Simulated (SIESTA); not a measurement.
# Si under changes of volume

One of the cells (14.961 Å³/atom); the others are scaled copies at fixed shape and fractional positions:

```
Si
1.0
     2.63790    0.00000    0.00000
    -1.31895    2.28449    0.00000
     0.00000    0.00000    2.48269
Si
1
Direct
  0.00000 0.00000 0.00000
```

This isn't the form of Si at room conditions, which is diamond.

* Program: SIESTA 5.4.2
* Functional: PBEsol
* Potentials or basis: PseudoDojo 0.4 standard (PBEsol files)
* Basis: DZP (energy shift 0.003 Ry)
* Grid cutoff: 500 Ry
* Energy shift: 0.003 Ry
* k mesh: 12 × 12 × 11
* Occupations: fermi-dirac, width 0.05 eV
* Spin: no spin polarisation

```csv
volume (Å³/atom),energy over the lowest point (meV/atom),pressure (GPa)
13.788,?,?
14.081,14.16,6.5
14.375,4.80,3.8
14.961,0.00,-0.9
15.255,3.61,-2.9
15.548,10.69,-4.7
```

Question: What does the run at 13.788 Å³/atom give?

Answer: Energy over the lowest point 28.93 meV/atom; pressure 9.6 GPa.

Worked out: A Birch-Murnaghan fit of order 3 (a polynomial in V^(-2/3)) to the other rows has its minimum at 14.83 Å³/atom with B0 = V·E''(V) = 112 GPa and B' = 4.4 at fixed shape and positions, which overstates the stiffness. It gives 28.81 meV/atom at 13.788 Å³/atom, against the run's 28.93, and -dE/dV = 9.6 GPa, against 9.6.

Energies are extrapolated to zero smearing.

Caveats: the basis of atomic orbitals isn't converged, which shifts pressures, moduli and gaps.
